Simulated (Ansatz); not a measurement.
BN:

```
N B
1.0
     0.00000    1.81300    1.81300
     1.81300    0.00000    1.81300
     1.81300    1.81300    0.00000
N B
1 1
Direct
  0.25000 0.25000 0.25000
  0.00000 0.00000 0.00000
```

The cell is a database's computed one.

Base run:

| Property | Result |
| --- | --- |
| Program | Ansatz 0.2.0 |
| Functional | revPBE |
| Potentials or basis | Ansatz PAW |
| Cutoff | 420 eV (not typed: the program's choice for these potentials) |
| k mesh | 13 × 13 × 13 |
| Occupations | fermi-dirac, width 0.05 eV |
| Spin | no spin polarisation |

Its results: band gap on the k mesh 4.56 eV, indirect (least direct gap 8.84 eV); pressure 4.0 GPa.

**Question.** The run is repeated on the same cell with these changes: functional from revPBE to RPBE; occupations from fermi-dirac, width 0.05 eV to gaussian, width 0.02 eV. What comes out?

**Answer.** Band gap on the k mesh 4.57 eV, indirect (least direct gap 8.85 eV); pressure 5.4 GPa.

Caveats: the PAW data sets come from PBE, with cores solved anew for the run's functional, which leaves a small shift of forces and pressure; the k mesh misses the band edges, so the gap on the mesh is wider than the one along the path (some runs); odd divisions of the mesh miss points on the zone boundary, where band edges often lie, so the gap on the mesh can be too wide (some runs).
